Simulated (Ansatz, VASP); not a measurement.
**One calculation of KI, two programs**

The input INCAR:

```
SYSTEM = KI
PREC = Accurate ; ENCUT = 520
EDIFF = 1E-7 ; ISMEAR = -1
SIGMA = 0.05 ; LREAL = .False.
LASPH = .True. ; NELM = 100
ALGO = Normal ; ISIF = 2
LWAVE = .False. ; LCHARG = .False.
GGA = PS ; NBANDS = 15
```

Contents of KPOINTS:

```
Automatic mesh
0
Gamma
  7 7 7
  0 0 0
```

POSCAR

```
KI
1.0
    0.0000000000      3.5090643863      3.5090643863
    3.5090643863      0.0000000000      3.5090643863
    3.5090643863      3.5090643863      0.0000000000
I K
1 1
Direct
    0.5000000000      0.5000000000      0.5000000000
    0.0000000000      0.0000000000      0.0000000000
```

Contents of input.yaml:

```yaml
crystal:
  lattice:
    - [0.0, 3.5090643863, 3.5090643863]
    - [3.5090643863, 0.0, 3.5090643863]
    - [3.5090643863, 3.5090643863, 0.0]
  atoms:
    - { symbol: I, position: [0.5, 0.5, 0.5] }
    - { symbol: K, position: [0.0, 0.0, 0.0] }
hamiltonian:
  xc: pbesol
  pseudopotentials: { kind: paw }
kpoints:
  mp_grid: { grid: [7, 7, 7] }
scf:
  occupations: { method: fermi_dirac, width: 0.05 }
output:
  forces: true
  stress: true
  eigenvalues: true
```

Change from the starting cell: volume scaled by 0.98.

Alike in both runs: task single point; functional PBEsol; k mesh 7 × 7 × 7; occupations fermi-dirac, width 0.05 eV; no spin polarisation.

```csv
,VASP,Ansatz
version,VASP 6.6.1,Ansatz 0.2.0
potentials or method,"VASP PAW PBE potentials, release 64 (I, K_sv)",Ansatz PAW
plane-wave cutoff (eV),520,420
valence electrons in the cell,16,26
```

VASP gave:

* gap on the k mesh at the Fermi level (eV): 3.86
* least direct gap on the mesh (eV): 3.86
* pressure (GPa): 0.0

Q: Which values does Ansatz return?

A: gap on the k mesh at the Fermi level (eV): 3.86; least direct gap on the mesh (eV): 3.86; pressure (GPa): -0.1.

The two sets of potentials don't hold the same shells in valence.

Caveats: spin-orbit coupling is left out, which moves the levels of the heavy elements; the PAW data sets were made with another functional, which shifts forces and pressure a little (VASP); odd divisions of the mesh miss points on the zone boundary, where band edges often lie, so the gap on the mesh can be too wide (Ansatz); the PAW data sets come from PBE, with cores solved anew for the run's functional, which leaves a small shift of forces and pressure (Ansatz).
